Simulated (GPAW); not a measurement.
The system is Se.

```xyz
3
Lattice="4.3662 0.0000 0.0000 -2.1831 3.7812 0.0000 0.0000 0.0000 4.9536" Properties=species:S:1:pos:R:3 pbc="T T T"
Se    1.6910    2.9289    0.0000
Se    0.9841    0.0000    1.6512
Se   -0.4921    0.8523    3.3024
```

```yaml
Program: GPAW 26.7.0
Task: relaxation of cell and atoms
Functional: PBE
Dispersion: D3
Potentials_or_basis: GPAW PAW data sets (gpaw-data 1.2.1)
Cutoff: 600 eV
Basis: pw
k_mesh: 5 × 5 × 4
Occupations: fermi-dirac, width 0.05 eV
Spin: no spin polarisation
```

At the start: pressure 1.7 GPa; volume 27.26 Å³/atom.

**Question.** Where does the relaxation end?

**Answer.** Over 22 steps the energy falls by 11.2 meV/atom and the volume is 26.65 Å³/atom (-2.2 %); space group P3_121 (No. 152, to 0.05 Å).

The path:
```
step  energy change (eV)  largest force (eV/Å)  pressure (GPa)  volume (Å³)
   1              0.0000                0.3983            1.70        81.78
   2             -0.0072                0.3008            1.26        82.02
   3             -0.0154                0.1381            0.52        82.43
   4             -0.0184                0.0412           -0.32        82.91
   5             -0.0185                0.0386           -0.31        82.90
   6             -0.0187                0.0335           -0.30        82.88
   7             -0.0190                0.0264           -0.27        82.85
   8             -0.0193                0.0176           -0.24        82.80
   9             -0.0197                0.0076           -0.20        82.75
  10             -0.0201                0.0028           -0.16        82.70
  11             -0.0206                0.0128           -0.13        82.64
  12             -0.0212                0.0225           -0.10        82.57
  13             -0.0219                0.0308           -0.08        82.49
  14             -0.0227                0.0360           -0.08        82.40
  15             -0.0236                0.0370           -0.10        82.31
  16             -0.0248                0.0331           -0.14        82.20
  17             -0.0260                0.0253           -0.21        82.05
  18             -0.0274                0.0166           -0.28        81.86
  19             -0.0288                0.0122           -0.32        81.58
  20             -0.0304                0.0162           -0.31        81.18
  21             -0.0320                0.0284           -0.24        80.63
  22             -0.0336                0.0400           -0.14        79.95
```

Final structure:
```xyz
3
Lattice="4.2523 0.0000 0.0000 -2.1262 3.6826 0.0000 0.0000 0.0000 5.1057" Properties=species:S:1:pos:R:3 pbc="T T T"
Se    1.6304    2.8239    0.0000
Se    0.9915    0.0000    1.7019
Se   -0.4958    0.8587    3.4038
```

Caveat: later steps reuse the first step's grids.
